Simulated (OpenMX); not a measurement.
Crystal: As.

```
CELL_PARAMETERS angstrom
1.88080 1.08588 3.51406
-1.88080 1.08588 3.51406
0.00000 -2.17176 3.51406
ATOMIC_POSITIONS crystal
As 0.22600 0.22600 0.22600
As 0.77400 0.77400 0.77400
```

Program: OpenMX 3.8.5. Alike in all runs: task band structure; no spin polarisation; cell as given; k mesh 9 × 9 × 9; smearing fermi-dirac 0.05 eV.

Question: Order these runs on this cell by their pressure, lowest first.
A. level PBE; potentials or basis OpenMX 2013 PBE set, As7.0-s3p2d1, grid cutoff 500 Ry
B. level PBE; potentials or basis OpenMX 2013 PBE set, As7.0-s3p2d2f1, grid cutoff 500 Ry
C. level LDA; potentials or basis OpenMX 2013 LDA set, As7.0-s3p2d2, grid cutoff 500 Ry

Answer: C (1.5 GPa), B (5.7 GPa), A (10.9 GPa).

Caveats: the basis of atomic orbitals isn't converged, which shifts pressures, moduli and gaps.
